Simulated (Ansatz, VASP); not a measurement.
## Ti: VASP beside Ansatz

File INCAR:

```
PREC = Accurate
ENCUT = 520
EDIFF = 1E-6
ISMEAR = -1
SIGMA = 0.1
LREAL = F
LASPH = T
NELM = 60
ALGO = Normal
ISIF = 2
LWAVE = F
LCHARG = F
NBANDS = 19
```

Contents of KPOINTS:

```
regular mesh
0
Gamma
  8 8 4
```

Contents of POSCAR:

```
Ti
1.0
    2.8638698861      0.0000000000      0.0000000000
   -1.4319349430      2.4801840745      0.0000000000
    0.0000000000      0.0000000000      4.5399943151
Ti
2
Direct
    0.3333333333      0.6666666667      0.2500000000
    0.6666666667      0.3333333333      0.7500000000
```

Input for Ansatz:

```yaml
crystal:
  lattice:
    - [2.8638698861, 0.0, 0.0]
    - [-1.431934943, 2.4801840745, 0.0]
    - [0.0, 0.0, 4.5399943151]
  atoms:
    - { symbol: Ti, position: [0.3333333333, 0.6666666667, 0.25] }
    - { symbol: Ti, position: [0.6666666667, 0.3333333333, 0.75] }
hamiltonian:
  xc: lda
  pseudopotentials:
    kind: paw
    azcp:
      Ti: "pseudopotentials/Ti.paw.azcp"
basis:
  ecutwfc: 420
  fft_grid_basis: typed
kpoints:
  mp_grid: { grid: [8, 8, 4], shift: [0, 0, 0] }
magnetization:
  spin_polarized: false
scf:
  occupations: { method: fermi_dirac, width: 0.1 }
  lower_state_search: "off"
output:
  stress: true
```

Alike in both runs: task single point; functional LDA; k mesh 8 × 8 × 4; occupations fermi-dirac, width 0.1 eV; no spin polarisation.

|  | VASP | Ansatz |
| --- | --- | --- |
| version | VASP 6.6.1 | Ansatz 0.2.0 |
| potentials or method | VASP PAW LDA potentials, release 64 (Ti_sv) | plane waves (420 eV) with PAW, scalar-relativistic |
| plane-wave cutoff (eV) | 520 | 420 |
| valence electrons in the cell | 24 | 24 |

Ansatz gave:

* pressure (GPa): -0.1
* largest component of the traceless stress (GPa): 0.44

Problem. What did VASP give for the same quantities?

Solution. Pressure (GPa): -0.2; largest component of the traceless stress (GPa): 0.43.

Ansatz warned: «pseudo_functional_mismatch».
